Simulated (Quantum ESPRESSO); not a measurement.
## Predicting one run from its neighbours: the energy against the cutoff, LiI (I4mm, 2 atoms in the cell)

```
LiI
1.0
    0.00000     3.02505     3.02505
    3.02505     0.00000     3.02505
    3.02505     3.02505     0.00000
Li I
1 1
Direct
  0.00826   0.00826   0.99174
  0.50000   0.50000   0.50000
```

Level of theory: PBE, SSSP 1.1.2 precision (PBE) pseudopotentials (plane waves; Quantum ESPRESSO).

Base settings: ecutwfc = 50 Ry; ecutrho = 400 Ry; occupations = smearing; smearing = fermi-dirac; degauss = 0.0036749 Ry; potentials = {Li: li_pbe_v1.4.uspp.F.UPF, I: I.pbe-n-kjpaw_psl.0.2.UPF}; K_POINTS = automatic 3 3 3 0 0 0; conv_thr = 1e-10 Ry; mixing_beta = 0.7.

The last step of the ladder, which sets the zero, is ecutwfc = 120 Ry.

The starting cell has typed, rounded lattice constants, without a prior relaxation at this level. Its lattice was rescaled by up to half a per cent. One atom was moved a little off its site on purpose.

An empirical form for the window shown: the miss falls exponentially with the largest wave vector, which goes as √cutoff: ln(ΔF) = a + b·√cutoff.

| ecutwfc | √cutoff (√Ry) | F less the last step's (meV/atom) | ln of it |
|---|---|---|---|
| 17.5 Ry | 4.183 | 821.64 | 6.711 |
| 20 Ry | 4.472 | ? | ? |
| 22 Ry | 4.690 | 173.00 | 5.153 |
| 25 Ry | 5.000 | 59.10 | 4.079 |
| 28 Ry | 5.292 | 22.80 | 3.127 |

Q: Fit the line to the 4 rows given and predict the withheld one.

A: Means: x̄ = 4.7912, ȳ = 4.7675. Σ(x − x̄)(y − ȳ) = -2.186 and Σ(x − x̄)² = 0.6745, so b = -3.241 and a = ȳ − b·x̄ = 20.296; ΔF halves for each 0.21 in √cutoff. The largest residual of the fitted rows is 0.057. At x = 4.472 the line gives 5.802, that is 331 meV/atom. The run gave 343.57 meV/atom, a miss of 12.57 meV/atom (4 %). The table is a window of a longer ladder. The rows were chosen because the form fits them, the withheld one included, so this shows the method and is no test of the form.

Left out of this page: 10 runs of the series outside the window shown, repeating another row's setting, or not comparable.
